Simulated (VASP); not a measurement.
# SiC in VASP: relaxation of cell and atoms with LDA

Aim: the relaxation of cell and atoms of SiC with LDA.

Program: VASP 6.6.1. These are calculated values, not measurements. Logs are shortened: lines on timing, memory, paths and dates and some standing lists are left out, and cuts for length are marked.

## (1) The sheet as given

The cell holds a sheet with vacuum, 2 atoms: a = 3.090 Å, b = 3.090 Å, c = 16.000 Å, α = 90.00°, β = 90.00°, γ = 120.00°.

The cell was built by a generator and needn't be a form met in nature.

## (2) Relaxation of cell and atoms, LDA

Input file INCAR:

```
SYSTEM = SiC
ALGO = Normal ; EDIFF = 1E-7
EDIFFG = -0.005 ; ENCUT = 600
IBRION = 2 ; ISIF = 3
ISMEAR = 0 ; KPAR = 2
LASPH = .TRUE. ; LATTICE_CONSTRAINTS = .TRUE. .TRUE. .FALSE.
LCHARG = .FALSE. ; LREAL = .FALSE.
LWAVE = .FALSE. ; NELM = 120
NSW = 40 ; PREC = Accurate
SIGMA = 0.03
```

Input file KPOINTS:

```
k-points
0
G
  12 12 1
  0 0 0
```

Input file POSCAR:

```
SiC
1.0
    3.0900000000      0.0000000000      0.0000000000
   -1.5450000000      2.6760185000      0.0000000000
    0.0000000000      0.0000000000     16.0000000000
Si C
1 1
Direct
    0.3333330000      0.6666670000      0.5000000000
    0.6666670000      0.3333330000      0.5000000000
```

Potentials or basis: VASP PAW LDA potentials, release 64 (Si, C).

On the command line:

```bash
$ cat potpaw_LDA.64/Si/POTCAR potpaw_LDA.64/C/POTCAR > POTCAR
$ mpirun -np 2 vasp_std > vasp.out
```

OUTCAR:

```text
SYSTEM = SiC
   EDIFF = 1E-7
   EDIFFG = -0.005
   ENCUT = 600
   IBRION = 2
   ISIF = 3
   ISMEAR = 0
   LASPH = .TRUE.
   LREAL = .FALSE.
   NELM = 120
   NSW = 40
   PREC = Accurate

 ion  position               nearest neighbor table
   1  0.333  0.667  0.500-   2 1.78   2 1.78   2 1.78
   2  0.667  0.333  0.500-   1 1.78   1 1.78   1 1.78

  LATTYP: Found a hexagonal cell.
 ALAT       =     3.0900000000
 C/A-ratio  =     5.1779935275

  Lattice vectors:

 A1 = (   3.0900000000,   0.0000000000,   0.0000000000)
 A2 = (  -1.5450000000,   2.6760185000,   0.0000000000)
 A3 = (   0.0000000000,   0.0000000000,  16.0000000000)

Analysis of symmetry for initial positions (statically):
=====================================================================
 Subroutine PRICEL returns:
 Original cell was already a primitive cell.

 Routine SETGRP: Setting up the symmetry group for a
 hexagonal supercell.

 Subroutine GETGRP returns: Found 12 space group operations
 (whereof 12 operations were pure point group operations)
 out of a pool of 24 trial point group operations.

The static configuration has the point symmetry D_3h.

Analysis of symmetry for dynamics (positions and initial velocities):
=====================================================================
 Subroutine PRICEL returns:
 Original cell was already a primitive cell.

 Routine SETGRP: Setting up the symmetry group for a
 hexagonal supercell.

 Subroutine GETGRP returns: Found 12 space group operations
 (whereof 12 operations were pure point group operations)
 out of a pool of 24 trial point group operations.

The dynamic configuration has the point symmetry D_3h.

 Subroutine INISYM returns: Found 12 space group operations
 (whereof 12 operations are pure point group operations),
 and found     1 'primitive' translations

----------------------------------------------------------------------------------------

                                     Primitive cell

  volume of cell :     132.3024

  direct lattice vectors                    reciprocal lattice vectors
     3.090000000  0.000000000  0.000000000     0.323624595  0.186844747  0.000000000
    -1.545000000  2.676018500  0.000000000     0.000000000  0.373689494  0.000000000
     0.000000000  0.000000000 16.000000000     0.000000000  0.000000000  0.062500000

  length of vectors
     3.090000000  3.090000002 16.000000000     0.373689495  0.373689494  0.062500000

  position of ions in fractional coordinates (direct lattice)
     0.333333000  0.666667000  0.500000000
     0.666667000  0.333333000  0.500000000

  ion indices of the primitive-cell ions
   primitive index   ion index
                 1           1
                 2           2

----------------------------------------------------------------------------------------

 KPOINTS: k-points

Automatic generation of k-mesh.
 Grid dimensions read from file:
 generate k-points for:   12   12    1

 Generating k-lattice:

  Cartesian coordinates                     Fractional coordinates (reciprocal lattice)
     0.026968716  0.015570396  0.000000000     0.083333333  0.000000000  0.000000000
     0.000000000  0.031140791  0.000000000     0.000000000  0.083333333  0.000000000
     0.000000000  0.000000000  0.062500000     0.000000000  0.000000000  1.000000000

  Length of vectors
     0.031140791  0.031140791  0.062500000

  Shift w.r.t. Gamma in fractional coordinates (k-lattice)
     0.000000000  0.000000000  0.000000000

 Subroutine IBZKPT returns following result:
 ===========================================

 Found     19 irreducible k-points:

 Following reciprocal coordinates:
            Coordinates               Weight
  0.000000  0.000000  0.000000      1.000000
  0.083333  0.000000  0.000000      6.000000
  0.166667  0.000000  0.000000      6.000000
  0.250000  0.000000  0.000000      6.000000
  0.333333 -0.000000  0.000000      6.000000
  0.416667  0.000000  0.000000      6.000000
[... 11 lines left out ...]
  0.333333  0.250000  0.000000     12.000000
  0.333333  0.333333  0.000000      2.000000
   k-points           NKPTS =     19   k-points in BZ     NKDIM =     19   number of bands    NBANDS=      8
   number of dos      NEDOS =    301   number of ions     NIONS =      2
   total plane-waves  NPLWV = 100352
   dimension x,y,z NGX =    28 NGY =   28 NGZ =  128
   dimension x,y,z NGXF=    56 NGYF=   56 NGZF=  256
   ions per type =               1   1
   NGX,Y,Z   is equivalent  to a cutoff of  15.06, 15.06, 13.30 a.u.
   NGXF,Y,Z  is equivalent  to a cutoff of  30.13, 30.13, 26.60 a.u.
 SYSTEM =  SiC
   PREC   = accura    normal or accurate (medium, high low for compatibility)
   ISTART =      0    job   : 0-new  1-cont  2-samecut
   ICHARG =      2    charge: 1-file 2-atom 10-const
   ISPIN  =      1    spin polarized calculation?
   LNONCOLLINEAR =      F non collinear calculations
   LSORBIT =      F    spin-orbit coupling
   LASPH  =      T    aspherical Exc in radial PAW
   ENCUT  =  600.0 eV  44.10 Ry    6.64 a.u.   6.17  6.17 31.96*2*pi/ulx,y,z
   NELM   =    120;   NELMIN=  2; NELMDL= -5     # of ELM steps
   EDIFF  = 0.1E-06   stopping-criterion for ELM
   LREAL  =      F    real-space projection
   EDIFFG = -.5E-02   stopping-criterion for IOM
   NSW    =     40    number of steps for IOM
   IBRION =      2    ionic relax: 0-MD 1-quasi-New 2-CG
   NFREE  =      1    steps in history (QN), initial steepest desc. (CG)
   ISIF   =      3    stress and relaxation
   ISYM   =      2    0-nonsym 1-usesym 2-fastsym
   POTIM  = 0.5000    time-step for ionic-motion
   TEBEG  =    0.0;   TEEND  =   0.0 temperature during run
   PSTRESS=    0.0 pullay stress
   NELECT =       8.0000    total number of electrons
   NUPDOWN=      -1.0000    fix difference up-down
   EMIN   =  10.00;   EMAX   =-10.00  energy-range for DOS
   EFERMI =   0.00;   METHOD = LEGACY
   ISMEAR =     0;   SIGMA  =   0.03  broadening in eV -4-tet -1-fermi 0-gaus
   EFERMI_NEDOS =   21; number of points for ismear=-14 and -15
   IALGO  =     38    algorithm
   IMIX   =      4    mixing-type and parameters
     AMIX     =   0.40;   BMIX     =  1.00
     AMIX_MAG =   1.60;   BMIX_MAG =  1.00
  volume/ion in A,a.u.               =      66.15       446.41
  Fermi-wavevector in a.u.,A,eV,Ry     =   0.642563  1.214268  5.617669  0.412887
  Thomas-Fermi vector in A             =   1.709274
   LORBIT       =      0    0 simple, 1 ext, 2 COOP (PROOUT), +10 PAW based schemes
   GGA     = CA    functional components
   LHFCALC =     F    Hartree Fock is set to
   AEXX    =    0.0000 exact exchange contribution
   IVDW    =     0    specifies the selected vdW correction
   LEPSILON=     F    determine dielectric tensor
   LRPA    =     F    only Hartree local field effects (RPA)
 conjugate gradient relaxation of ions
 non-spin polarized calculation
 Gauss-broadening in eV      SIGMA  =   0.03
  energy-cutoff  :      600.00
  volume of cell :      132.30
 maximum number of plane-waves:      4436
 NGX is ok and might be reduce to    28
   NGX = 13   NGY = 13   NGZ = 63

--------------------------------------- Ionic step        1  -------------------------------------------

 number of electron       8.0000000 magnetization

 Free energy of the ion-electron system (eV)
  ---------------------------------------------------
  ext. energy  EPLUGINS =         0.00000000
  ---------------------------------------------------
  free energy    TOTEN  =       -15.34391976 eV

  energy without entropy =      -15.34391976  energy(sigma->0) =      -15.34391976

------------------------ aborting loop because EDIFF is reached ----------------------------------------

  FORCE on cell =-STRESS in cart. coord.  units (eV):
  Direction    XX          YY          ZZ          XY          YZ          ZX
  --------------------------------------------------------------------------------------
  -------------------------------------------------------------------------------------
  Total       -0.9046354     -0.9046354     -0.0203291      0.0000000      0.0000000      0.0000000
  in kB      -10.9551065    -10.9551065     -0.2461853      0.0000000      0.0000000      0.0000000
  external PRESSURE =      -7.3854661 kB  Pullay stress =       0.0000000 kB

 VOLUME and BASIS-vectors are now :
 -----------------------------------------------------------------------------
  energy-cutoff  :      600.00
  volume of cell :      132.30
      direct lattice vectors                 reciprocal lattice vectors
     3.090000000  0.000000000  0.000000000     0.323624595  0.186844747  0.000000000
    -1.545000000  2.676018500  0.000000000     0.000000000  0.373689494  0.000000000
     0.000000000  0.000000000 16.000000000     0.000000000  0.000000000  0.062500000
[... 73 lines left out ...]
 POSITION                                       TOTAL-FORCE (eV/Angst)
 -----------------------------------------------------------------------------------
     -0.00000      1.77105      8.00000         0.000000      0.000000      0.000000
      1.53377      0.88552      8.00000        -0.000000      0.000000      0.000000
 -----------------------------------------------------------------------------------
    total drift:                               -0.000547      0.000316      0.000000

  FREE ENERGIE OF THE ION-ELECTRON SYSTEM (eV)
  ---------------------------------------------------
  free  energy   TOTEN  =       -15.3506603694 eV

  energy  without entropy=      -15.3506603694  energy(sigma->0) =      -15.35066037

--------------------------------------- Ionic step        4  -------------------------------------------

 number of electron       8.0000001 magnetization

 Free energy of the ion-electron system (eV)
  ---------------------------------------------------
  ext. energy  EPLUGINS =         0.00000000
  ---------------------------------------------------
  free energy    TOTEN  =       -15.35066181 eV

  energy without entropy =      -15.35066181  energy(sigma->0) =      -15.35066181

 E-fermi :  -2.9919     XC(G=0):  -2.7844

 val. band max:       -3.1504667382   @ k =   0.3333   0.3333   0.0000
 cond. band min:      -0.6326651108   @ k =   0.5000   0.0000   0.0000
 fundamental gap:      2.5178016274
 Fermi energy:        -2.9918994705

 k-point     1 :       0.0000    0.0000    0.0000
  band No.  band energies     occupation
      1     -16.8285      2.00000
      2      -7.0228      2.00000
      3      -4.4474      2.00000
      4      -4.4473      2.00000
      5      -0.0379      0.00000
      6       1.8281      0.00000
      7       2.2509      0.00000
      8       3.4885      0.00000

 k-point     2 :       0.0833    0.0000    0.0000
  band No.  band energies     occupation
      1     -16.7116      2.00000
      2      -6.9004      2.00000
      3      -4.9374      2.00000
      4      -4.5848      2.00000
      5       0.1429      0.00000
      6       1.9541      0.00000
      7       2.4056      0.00000
      8       3.6185      0.00000
[... 207 lines left out ...]
 POSITION                                       TOTAL-FORCE (eV/Angst)
 -----------------------------------------------------------------------------------
     -0.00000      1.77079      8.00000        -0.000000      0.000000      0.000000
      1.53355      0.88539      8.00000         0.000000      0.000000      0.000000
 -----------------------------------------------------------------------------------
    total drift:                               -0.000547      0.000316      0.000000

  FREE ENERGIE OF THE ION-ELECTRON SYSTEM (eV)
  ---------------------------------------------------
  free  energy   TOTEN  =       -15.3506618076 eV

  energy  without entropy=      -15.3506618076  energy(sigma->0) =      -15.35066181

 reached required accuracy - stopping structural energy minimisation
```

Run time: 60 s. Hardware: 2 MPI ranks of Intel Xeon Platinum 8259CL at 2.50GHz (Skylake/Cascade Lake), shared host; peak memory 0.24 GiB.

Results:

- Free energy: -15.3507 eV
- Relaxed volume: 65.17 Å³/atom
- Relaxed cell: a = 3.067 Å, b = 3.067 Å, c = 16.000 Å, α = 90.00°, β = 90.00°, γ = 120.00°
- Space group after relaxing (to 0.05 Å): P-6m2 (No. 187)
- Energy gained by relaxing: 3.4 meV/atom
- Ionic steps: 4
- Band gap on the k mesh: 2.52 eV, indirect (least direct gap 2.58 eV)

The path:
| step | energy change (eV) | largest force (eV/Å) | pressure (GPa) | volume (Å³) |
| --- | --- | --- | --- | --- |
| 1 | 0.0000 | 0.0000 | -0.74 | 132.30 |
| 2 | 0.0208 | 0.0000 | 1.59 | 126.59 |
| 3 | -0.0067 | 0.0000 | -0.02 | 130.39 |
| 4 | -0.0067 | 0.0000 | 0.00 | 130.35 |

Final structure:
```
CELL_PARAMETERS angstrom
3.06709 0.00000 0.00000
-1.53355 2.65618 0.00000
0.00000 0.00000 16.00000
ATOMIC_POSITIONS crystal
Si 0.33333 0.66667 0.50000
C 0.66667 0.33333 0.50000
```

Expect the measured gap to be larger: semilocal functionals such as LDA lack the derivative discontinuity.
